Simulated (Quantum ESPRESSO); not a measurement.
Runs of Quantum ESPRESSO 7.5 on CO2. It takes space group I-42d (No. 122, tetragonal). Conventional cell: a = 3.949 Å, b = 3.949 Å, c = 6.028 Å, α = 90.00°, β = 90.00°, γ = 90.00°. O (site symmetry 2) has 2 C at 1.40 Å as nearest neighbours. C (site symmetry -4) has 4 O at 1.40 Å as nearest neighbours. The cell comes from a database or a generator and needn't be the stable form of this composition.

| task | level | potentials or basis | form of the LDA correlation | gap on the mesh (eV) | pressure (GPa) | V0 of scaled cells (Å³/atom) | B0 (GPa) | largest force (eV/Å) |
| --- | --- | --- | --- | --- | --- | --- | --- | --- |
| band structure | LDA | GBRV 1.5 LDA | PZ81 | 7.47 | -12.3 | - | - | 0.41 |
| equation of state | LDA | GBRV 1.5 LDA | PZ81 | - | - | 7.50 | 295 | - |
| equation of state | PBEsol | GBRV 1.5 PBEsol | - | - | - | (c) | (a) | - |
| band structure | PBEsol | GBRV 1.5 PBEsol | - | (b) | -5.5 | - | - | 0.13 |

Alike in all rows: no spin polarisation; cell as given; k mesh 9 × 9 × 9; cutoff (eV) 612; smearing fermi-dirac 0.05 eV.

Estimate the missing entries.

(a) 275; (b) 7.58; (c) 7.69.

Caveats: the cell was scaled at fixed shape and fractional positions, which overstates the stiffness of a crystal with free parameters, most of all of layers and chains (some runs).

A k mesh can miss the band edges.

Not every run made on this cell is shown here.
